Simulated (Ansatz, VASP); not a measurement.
**C (Diamond): VASP beside Ansatz**

One calculation is typed for both programs; each brings its own data sets. How far apart do they land? The cell is taken from a series of runs on this material, whose earlier steps may have relaxed, scaled, displaced or heated it; both programs get it as it stands.

Method: plane waves, with VASP 6.6.1 beside it; single point at PBEsol and single point at r2SCAN, in Ansatz 0.2.0.

### 1. The starting structure

Symmetry: I4_1/amd, No. 141, tetragonal system. The conventional cell has a = 2.522 Å, b = 2.522 Å, c = 3.549 Å, α = 90.00°, β = 90.00°, γ = 90.00°. C has 4 C at 1.54 Å nearest.

Structure file:

```
C
1.0
     0.00000    1.78337    1.77445
     1.78337    0.00000    1.77445
     1.78337    1.78337    0.00000
C
2
Cartesian
  1.7834 1.7834 1.7745
  2.6751 2.6751 2.6617
```

### 2. VASP: single point, PBEsol

With cell and atoms fixed, the geometry can't cause a difference; cores, projectors, grids and the points listed under the comparison can.

Lines of VASP's logs that name or quote its potential files are left out, and so is its time.

Input file INCAR:

```
SYSTEM = C
PREC = Accurate
ENCUT = 600
EDIFF = 1E-06
NELM = 120
ISMEAR = 0
SIGMA = 0.01
LREAL = .FALSE.
ALGO = Normal
GGA = PS
NBANDS = 10
LORBIT = 11
LWAVE = .FALSE.
LCHARG = .FALSE.
ISIF = 2
LASPH = .TRUE.
GGA_COMPAT = .FALSE.
EFERMI = MIDGAP
```

Input file POSCAR:

```
C
1.0
    0.0000000000      1.7833700000      1.7744531500
    1.7833700000      0.0000000000      1.7744531500
    1.7833700000      1.7833700000      0.0000000000
C
2
Direct
    0.5000000000      0.5000000000      0.5000000000
    0.7500000000      0.7500000000      0.7500000000
```

Input file KPOINTS:

```
Automatic mesh
0
Gamma
8 8 8
0 0 0
```

Potentials, in the order of the species: C (PBE family, release 64).

Command:

```console
$ mpirun -np 1 vasp_std
```

Numbers of over 12 decimals in the logs are rounded to 6 here.

Log:

```text
[banner, memory and clock lines left out]
running    1 mpi-ranks, on    1 nodes
 distrk:  each k-point on    1 cores,    1 groups
 distr:  one band on    1 cores,    1 groups

 POSCAR found type information on POSCAR C
 POSCAR found :  1 types and       2 ions
|                                                                             |
|               ----> ADVICE to this user running VASP <----                  |
|                                                                             |
|     You enforced a specific xc type in the INCAR file but a different       |
|     [... a line on the potential file left out ...]
|     I HOPE YOU KNOW WHAT YOU ARE DOING!                                     |
|                                                                             |

 LDA part: xc-table for (Slater+PW92), standard interpolation
 POSCAR, INCAR and KPOINTS ok, starting setup
 FFT: planning ... GRIDC
 FFT: planning ... GRID_SOFT
 FFT: planning ... GRID
 WAVECAR not read
 entering main loop
       N       E                     dE             d eps       ncg     rms          rms(c)
DAV:   1     0.206220022666E+01    0.20622E+01   -0.53084E+03  1198   0.863E+02
DAV:   3    -0.199239506298E+02   -0.41395E+00   -0.41280E+00  1354   0.156E+01
DAV:   4    -0.199247222803E+02   -0.77165E-03   -0.77161E-03  1320   0.815E-01
DAV:   5    -0.199247231769E+02   -0.89663E-06   -0.89664E-06  1326   0.258E-02    0.560E+00
DAV:   6    -0.194260892047E+02    0.49863E+00   -0.27355E-01  1226   0.386E+00    0.330E+00
DAV:   7    -0.192522515302E+02    0.17384E+00   -0.32483E-01  1272   0.425E+00    0.688E-01
DAV:   8    -0.192527430498E+02   -0.49152E-03   -0.67320E-03  1238   0.703E-01    0.286E-02
DAV:   9    -0.192527588291E+02   -0.15779E-04   -0.16018E-05  1424   0.387E-02    0.205E-02
DAV:  10    -0.192527665504E+02   -0.77214E-05   -0.34301E-06  1222   0.178E-02    0.417E-03
DAV:  11    -0.192527664100E+02    0.14043E-06   -0.68135E-08   684   0.252E-03
   1 F= -.19252766E+02 E0= -.19252766E+02  d E =0.000000E+00
```

From OUTCAR (step 2):

```text
ion  position               nearest neighbor table
   1  0.500  0.500  0.500-   2 1.54   2 1.54   2 1.54   2 1.54
   2  0.750  0.750  0.750-   1 1.54   1 1.54   1 1.54   1 1.54

  LATTYP: Found a body centered tetragonal cell.
 ALAT       =     2.5220660407
 C/A-ratio  =     1.4071424946

 Subroutine GETGRP returns: Found 16 space group operations
 (whereof  8 operations were pure point group operations)

The static configuration has the point symmetry D_2d.
 The point group associated with its full space group is D_4h.

 Found     59 irreducible k-points:

   k-points           NKPTS =     59   k-points in BZ     NKDIM =     59   number of bands    NBANDS=     10

   dimension x,y,z NGX =    20 NGY =   20 NGZ =   20
   dimension x,y,z NGXF=    40 NGYF=   40 NGZF=   40

   ENCUT  =  600.0 eV  44.10 Ry    6.64 a.u.   5.02  5.02  5.04*2*pi/ulx,y,z

   NELECT =       8.0000    total number of electrons

 k-points in reciprocal lattice and weights: Automatic mesh
   0.00000000  0.00000000  0.00000000       0.002
   0.12500000 -0.00000000  0.00000000       0.016
   0.25000000 -0.00000000  0.00000000       0.016
   0.37500000  0.00000000  0.00000000       0.016
   0.50000000 -0.00000000  0.00000000       0.008
   0.12500000  0.12500000  0.00000000       0.004
   0.25000000  0.12500000  0.00000000       0.016
   0.37500000  0.12500000  0.00000000       0.016
   0.50000000  0.12500000  0.00000000       0.016
[...]
-0.37500000  0.12500000  0.50000000       0.008
  -0.25000000  0.25000000  0.50000000       0.004

 average (electrostatic) potential at core
       1 -45.4131       2 -45.4131

 E-fermi :  11.7744

 k-point     1 :       0.0000    0.0000    0.0000
  band No.  band energies     occupation
      1     -11.8078      2.00000
      2       9.7560      2.00000
      3       9.7560      2.00000
      4       9.8315      2.00000
      5      15.2936      0.00000
      6      15.3550      0.00000
      7      15.3550      0.00000
      8      23.2633      0.00000
      9      28.8041      0.00000
    ...

 k-point     2 :       0.1250   -0.0000    0.0000
  band No.  band energies     occupation
      1     -11.3731      2.00000
      2       7.3415      2.00000
      3       9.0917      2.00000
      4       9.1481      2.00000
      5      16.1813      0.00000
      6      16.2192      0.00000
      7      16.6431      0.00000
      8      23.5980      0.00000
      9      29.4674      0.00000
    ...

 k-point     3 :       0.2500   -0.0000    0.0000
  band No.  band energies     occupation
      1     -10.0816      2.00000
      2       3.1339      2.00000
      3       7.9812      2.00000
      4       8.0523      2.00000
      5      17.5304      0.00000
      6      17.5473      0.00000
      7      17.9522      0.00000
      8      24.4359      0.00000
      9      30.2607      0.00000
    ...

  Total       -0.2628658     -0.2628658      0.0617779      0.0000000      0.0000000      0.0000000
  in kB      -37.3136064    -37.3136064      8.7693213      0.0000000      0.0000000      0.0000000
  external PRESSURE =     -21.9526305 kB  Pullay stress =       0.0000000 kB

  energy-cutoff  :      600.00
  volume of cell :       11.29
      direct lattice vectors                 reciprocal lattice vectors
     0.000000000  1.783370000  1.774453150    -0.280368067  0.280368067  0.281776952
     1.783370000  0.000000000  1.774453150     0.280368067 -0.280368067  0.281776952
     1.783370000  1.783370000  0.000000000     0.280368067  0.280368067 -0.281776952

 POSITION                                       TOTAL-FORCE (eV/Angst)
 -----------------------------------------------------------------------------------
      1.78337      1.78337      1.77445        -0.000000     -0.000000      0.000000
      2.67505      2.67505      2.66168         0.000000      0.000000      0.000000
 -----------------------------------------------------------------------------------
    total drift:                                0.000000     -0.000000      0.000000

  FREE ENERGIE OF THE ION-ELECTRON SYSTEM (eV)
  ---------------------------------------------------
  free  energy   TOTEN  =       -19.2527664100 eV

  energy  without entropy=      -19.2527664100  energy(sigma->0) =      -19.25276641

 total charge
# of ion       s       p       d       tot
------------------------------------------
    1        0.823   1.749   0.000   2.571
    2        0.823   1.749   0.000   2.571
--------------------------------------------------
tot          1.645   3.497   0.000   5.143

[... 3 further parts left out ...]
```

The run ends at a pressure of -2.20 GPa.

### 3. Ansatz: single point, PBEsol

Ansatz runs on its default PAW (the set named soft_2) files.

The same cell, functional, mesh and smearing now go to Ansatz, which takes its cutoff from its data sets.

Input file input.yaml:

```yaml
crystal:
  lattice:
    - [0.0, 1.78337, 1.77445315]
    - [1.78337, 0.0, 1.77445315]
    - [1.78337, 1.78337, 0.0]
  atoms:
    - { symbol: C, position: [0.5, 0.5, 0.5] }
    - { symbol: C, position: [0.75, 0.75, 0.75] }
kpoints:
  mp_grid: { grid: [8, 8, 8] }
hamiltonian:
  xc: pbesol
scf:
  occupations: { method: gaussian, width: 0.01 }
  n_extra_bands: 8
output:
  forces: true
  stress: true
  eigenvalues: true
  eigenstates:
    kpoints:
      - [0.0, 0.367020809, 0.367020809]
      - [0.367020809, 0.0, 0.367020809]
      - [0.367020809, 0.367020809, 0.0]
      - [0.0, 0.0, 0.0]
  write_potential: true
  volumetric_format: npy
```

Command:

```console
$ ansatz run input.yaml --threads 4 --pin off --max-ram 9216MiB --backend cpu --events-out ev --progress --plain --runs-dir out
```

Log:

```text
scf.n_extra_bands = 8 over 4 filled bands (N_el = 8.0): the run solves 12 bands
Engine: ansatz 0.2.0, aarch64-unknown-linux-gnu
Pseudopotentials: kind: paw
Pseudopotential: C, paw, valence charge 4, recommended cutoff 420 eV (normal), C.paw.azcp
Functional definition: PBEsol
  exchange = pbesol_x
  correlation = pbesol_c
Crystal: 2 atoms, lattice volume = 11.287 Å³
Basis set: ecut = 420 eV, 229 PW (Γ), exchange–correlation on 36×36×36 points (8 copies of the dense FFT grid, shifted against one another)
Bands: 12, of which v1, the nominal top of the filled ones, is band 4 counted from 1 (3 counted from 0)
Symmetry: 16 space group operations
Space group: I41/amd (ITA 141), of the structure as read, at distance tolerance 2.2e-5 Å
k-points: 59 of 512
Non-local potential: C, projectors of the file, l = 0: 2, l = 1: 2, l = 2: 1
PAW form: soft (Blöchl's): semilocal exchange-correlation on the pseudo side does not see the compensation charge
PAW frozen core: C, regenerated for the run's functional, and the local potential with it (the file was generated under x = pbe(κ = 0.804, μ = 0.219515), c = pbe(β = 0.066725))
PAW one-centre angular grid: C, 110 points (default); XC on 64 Gauss nodes
Initial density: superposition of atomic densities (neutral atoms: chi_scale 0, normalization atom), corrected by the library's trained network
Initial wavefunctions: pseudopotential atomic-orbital guess
Functional: x = pbesol(κ = 0.804, μ = 0.123457), c = pbesol(β = 0.046)
SCF iter   1: F=—  HF=-493.334799 eV  |F-HF|=—  |Δ(HF+E_count)|=         —  Δρ=5.55e-3  dr2=2.85e-3  ethr=1.77e-3  ⟨swp⟩=5.5  Hψ=3814  notcnv=0
preconditioner: auto → none  [insulator: Δε(μ)=3.865 eV  Ē_g=26.779 eV  σ=0.010 eV  W_gap=1.00  n_scr=0 (ndim 8)  ℏωp=31.3 eV  f_vac=0.000  D(μ)=0.00/eV (n_scr^D=0)  ε∞_Penn≈2.4]
SCF iter   2: F=—  HF=-493.334067 eV  |F-HF|=—  |Δ(HF+E_count)|=   7.32e-4  Δρ=2.25e-3  dr2=4.69e-4  ethr=3.56e-5  ⟨swp⟩=2.0  Hψ=1452  notcnv=0  defer=164
SCF iter   3: F=—  HF=-493.333977 eV  |F-HF|=—  |Δ(HF+E_count)|=   8.99e-5  Δρ=2.30e-4  dr2=3.93e-6  ethr=5.86e-6  ⟨swp⟩=3.0  Hψ=1084  notcnv=0  defer=164
SCF iter   4: F=—  HF=-493.333979 eV  |F-HF|=—  |Δ(HF+E_count)|=   2.43e-6  Δρ=4.66e-5  dr2=1.72e-7  ethr=4.92e-8  ⟨swp⟩=2.1  Hψ=780  notcnv=0  defer=164
iter 5 did not close the SCF: its close was put off for the readings that it lacked (scf_convergence_deferred on its scf_iter line)
SCF iter   5: F=-493.333979 eV  HF=-493.333979 eV  |F-HF|=1.61e-9  |Δ(HF+E_count)|=   6.57e-8  Δρ=6.45e-6  dr2=3.11e-9  ethr=2.15e-9  ⟨swp⟩=2.0  Hψ=765  notcnv=0  defer=164
SCF iter   6: F=-493.333979 eV  HF=-493.333979 eV  |F-HF|=1.02e-12  |Δ(HF+E_count)|=   1.21e-9  Δρ=1.55e-7  dr2=1.98e-12  ethr=3.89e-11  ⟨swp⟩=6.7  Hψ=3359  notcnv=0
SCF 1 converged in 6 iterations: F = -493.333979 eV  dr2 = 1.98e-12
  greatest PAW one-centre occupation: 0.642 electrons in one spin orbital (limit 2), on the C atom at site 1 (counted from 0), in its partial waves of l = 0
NSCF: frozen V_eff on 4 k-points
SCF converged after 6 iterations
Free energy (F): -493.333979 eV
Harris-Foulkes:  -493.333979 eV  (|F-HF|=1.02e-12)
Internal energy: -493.333979 eV  (E = F + TS)
E sigma→0 (E₀):  -493.333979 eV
Fermi energy:    15.376740 eV
--- Per-component energies (eV) ---
  E_band       = 34.761535
  E_kinetic    = 184.271410
  E_local      = -121.276523  (includes V_loc(G=0)·N_el)
  E_nonlocal   = 53.433270
  E_hartree    = 26.239745
  E_xc         = -96.810136
  E_vxc        = -120.552883  (∫ρ·V_xc dr)
  E_paw        = -190.689387  (= ΣΔE_a)
  E_vpaw       = -13.593237  (= ΣTr[D̂ρ^β])
  E_aug_tail   = 0.000018  (compensation charges beyond the density's cutoff)
  E_ewald      = -348.544578
  E_core_change = 0.042201  (= ΣΔE_core)
  E_smearing   = -0.000000  (= −TS)
  E_closure    = 0.000000  (closes the sum)
  Σ components = -493.333979   (vs F -493.333979, Δ=0.00e0)
--- Forces (eV/Å), atoms counted from 1 ---
  atom   1  C      0.00000000     0.00000000     0.00000000
  atom   2  C      0.00000000     0.00000000    -0.00000000
  max |Σ_I F_I| component: 5.55e-17 eV/Å
--- Stress (GPa, compression-positive) ---
       -4.141127       0.000000      -0.000000
        0.000000      -4.141127      -0.000000
       -0.000000      -0.000000       0.475483
  P = ⅓ Tr σ = -2.6023 GPa (-26.023 kbar)
--- Band table (eV; the first three rows and the last of 59) ---
  k-point 0: bands = [-8.2084, 13.3558, 13.3558, 13.4311, 18.8941, 18.9554, 18.9554, 26.8068, ... 4 higher]
  k-point 1: bands = [-7.7737, 10.9404, 12.6909, 12.7473, 19.7817, 19.8191, 20.2408, 27.1460, ... 4 higher]
  k-point 2: bands = [-6.4822, 6.7336, 11.5775, 11.6485, 21.1307, 21.1480, 21.5417, 27.9970, ... 4 higher]
  k-point 58: bands = [0.6201, 0.6201, 6.9572, 6.9572, 17.9208, 17.9208, 30.2413, 30.2413, ... 4 higher]
```

The run ends at a pressure of -2.60 GPa.

### 4. Differences

Known differences besides the potentials themselves: the cutoff is 420 eV in Ansatz and 600 eV in VASP; Ansatz makes its cores anew for this functional, VASP keeps those of its PBE data sets. Total energies have different zeros and are not compared.

The two programs side by side:

```
              quantity  Ansatz   VASP  difference
        pressure (GPa)   -2.60  -2.20       -0.41
gap on the k mesh (eV)   3.891  3.886      +0.005
```

A gap on the mesh is an upper bound, since the band edges may lie between its points.

### 5. Ansatz: single point, r2SCAN

With cell and atoms fixed, the geometry can't cause a difference; cores, projectors, grids and the points listed under the comparison can. The cell compared in this pair holds 11.17 Å³, against 11.29 Å³ for the pair before.

The cell is taken from a series of runs on this material, whose earlier steps may have relaxed, scaled, displaced or heated it; both programs get it as it stands.

Input file input.yaml:

```yaml
crystal:
  lattice:
    - [0.0, 1.77445315, 1.77445315]
    - [1.77445315, 0.0, 1.77445315]
    - [1.77445315, 1.77445315, 0.0]
  atoms:
    - { symbol: C, position: [0.5, 0.5, 0.5] }
    - { symbol: C, position: [0.75, 0.75, 0.75] }
kpoints:
  mp_grid: { grid: [8, 8, 8] }
hamiltonian:
  xc: r2scan
scf:
  occupations: { method: gaussian, width: 0.01 }
  n_extra_bands: 8
output:
  forces: true
  stress: true
  eigenvalues: true
  eigenstates:
    kpoints:
      - [0.0, 0.361728775, 0.361728775]
      - [0.361728775, 0.0, 0.361728775]
      - [0.361728775, 0.361728775, 0.0]
      - [0.0, 0.0, 0.0]
  write_potential: true
  volumetric_format: npy
```

Log:

```text
[...]
Crystal: 2 atoms, lattice volume = 11.174 Å³
Basis set: ecut = 500 eV, 283 PW (Γ), exchange–correlation on 80×80×80 points (64 copies of the dense FFT grid, shifted against one another)
Bands: 12, of which v1, the nominal top of the filled ones, is band 4 counted from 1 (3 counted from 0)
Symmetry: 48 space group operations
[...]
k-points: 29 of 512
[...]
--- Band table (eV; the first three rows and the last of 29) ---
  k-point 0: bands = [-9.3193, 13.5622, 13.5622, 13.5622, 19.4849, 19.4849, 19.4849, 27.6960, ... 4 higher]
  k-point 1: bands = [-8.8636, 10.9586, 12.8583, 12.8583, 20.4124, 20.4124, 20.8759, 28.1320, ... 4 higher]
  k-point 2: bands = [-7.5112, 6.4981, 11.6829, 11.6829, 21.8515, 21.8515, 22.2024, 29.2326, ... 4 higher]
  k-point 28: bands = [0.6807, 0.6807, 4.7309, 4.7309, 24.9046, 24.9046, 26.6819, 26.6819, ... 4 higher]
[key lines of the parts left out:]
SCF converged after 6 iterations
Free energy (F): -503.109181 eV
Fermi energy:    15.756606 eV
P = ⅓ Tr σ = 4.4144 GPa (44.144 kbar)
```

The run ends at a pressure of 4.41 GPa.

### 6. VASP: single point, r2SCAN

The same cell, functional, mesh and smearing now go to VASP, with its own data sets.

Input file INCAR:

```
SYSTEM = C
PREC = Accurate
ENCUT = 660
EDIFF = 1E-06
NELM = 120
ISMEAR = 0
SIGMA = 0.01
LREAL = .FALSE.
ALGO = Normal
METAGGA = R2SCAN
LASPH = .TRUE.
NBANDS = 10
LORBIT = 11
LWAVE = .FALSE.
LCHARG = .FALSE.
ISIF = 2
GGA_COMPAT = .FALSE.
EFERMI = MIDGAP
LMIXTAU = .TRUE.
```

Input file POSCAR:

```
C
1.0
    0.0000000000      1.7744531500      1.7744531500
    1.7744531500      0.0000000000      1.7744531500
    1.7744531500      1.7744531500      0.0000000000
C
2
Direct
    0.5000000000      0.5000000000      0.5000000000
    0.7500000000      0.7500000000      0.7500000000
```

KPOINTS is that of step 2.

Command:

```console
$ mpirun -np 1 vasp_std
```

Log:

```text
[banner, memory and clock lines left out]
running    1 mpi-ranks, on    1 nodes
[...]
[... a notice as in an earlier step ...]

 LDA part: xc-table for (None), standard interpolation
 POSCAR, INCAR and KPOINTS ok, starting setup
[...]
entering main loop
       N       E                     dE             d eps       ncg     rms          rms(c)
DAV:   1     0.350478254503E+01    0.35048E+01   -0.55443E+03   580   0.948E+02
DAV:   2    -0.215738940213E+02   -0.25079E+02   -0.23795E+02   832   0.157E+02
DAV:   3    -0.219698323705E+02   -0.39594E+00   -0.39482E+00   678   0.162E+01
DAV:   4    -0.219706213150E+02   -0.78894E-03   -0.78890E-03   658   0.799E-01
[...]
DAV:  14    -0.196660772252E+02    0.11300E-05   -0.81433E-08   376   0.392E-03    0.233E-02
DAV:  15    -0.196660789575E+02   -0.17322E-05   -0.94146E-07   596   0.106E-02    0.246E-03
DAV:  16    -0.196660788664E+02    0.91053E-07   -0.10016E-07   292   0.332E-03
   1 F= -.19666079E+02 E0= -.19666079E+02  d E =0.000000E+00
```

From OUTCAR (step 6):

```text
  Total        0.3178994      0.3178994      0.3178994     -0.0000000     -0.0000000      0.0000000
  in kB       45.5802432     45.5802432     45.5802432     -0.0000000     -0.0000000      0.0000000
  external PRESSURE =      45.5802432 kB  Pullay stress =       0.0000000 kB

 POSITION                                       TOTAL-FORCE (eV/Angst)
 -----------------------------------------------------------------------------------
      1.77445      1.77445      1.77445         0.000000      0.000000      0.000000
      2.66168      2.66168      2.66168        -0.000000     -0.000000     -0.000000
 -----------------------------------------------------------------------------------
    total drift:                                0.000000      0.000000      0.000000

  FREE ENERGIE OF THE ION-ELECTRON SYSTEM (eV)
  ---------------------------------------------------
  free  energy   TOTEN  =       -19.6660788664 eV

  energy  without entropy=      -19.6660788664  energy(sigma->0) =      -19.66607887

[... 3 further parts left out ...]
[key lines of the parts left out:]
E-fermi :  12.1105
```

The run ends at a pressure of 4.56 GPa.

### 7. Differences

What differs besides the data sets and the points named for the pairs above, as far as they apply: VASP keeps PBE cores, Ansatz makes them for the functional; the cutoff is 500 eV in Ansatz and 660 eV in VASP. Total energies have different zeros and are not compared.

Both answers:

```
              quantity  Ansatz   VASP  difference
        pressure (GPa)    4.41   4.56       -0.14
gap on the k mesh (eV)   4.389  4.361      +0.027
```

A gap on the mesh is an upper bound, since the band edges may lie between its points.

### 8. Outcome

```yaml
difference_in_gap_on_the_k_mesh_single_point_pbesol: 0.0055 eV
difference_in_gap_on_the_k_mesh_single_point_r2scan: 0.027 eV
```

The difference in gap on the k mesh is 0.027 eV (single point, r2SCAN), within the 0.08 eV picked in this series as the mark of a large difference. 6 further runs of this series are not shown here. How closely two codes agree says nothing of how well the functional describes the real material.

[Lines on the potential files, build, host, timing and source positions are cut from VASP's logs without a mark.]

[Logs are printed without paths, hosts, clocks, repeated set-up lines and the standing remarks that a program may print on its own settings, such as how far it seeks lower states.]

[Hosts, paths, dates, database ids (printed as entryN), source tags and the programs' standing remarks are cut or masked in the printed files.]
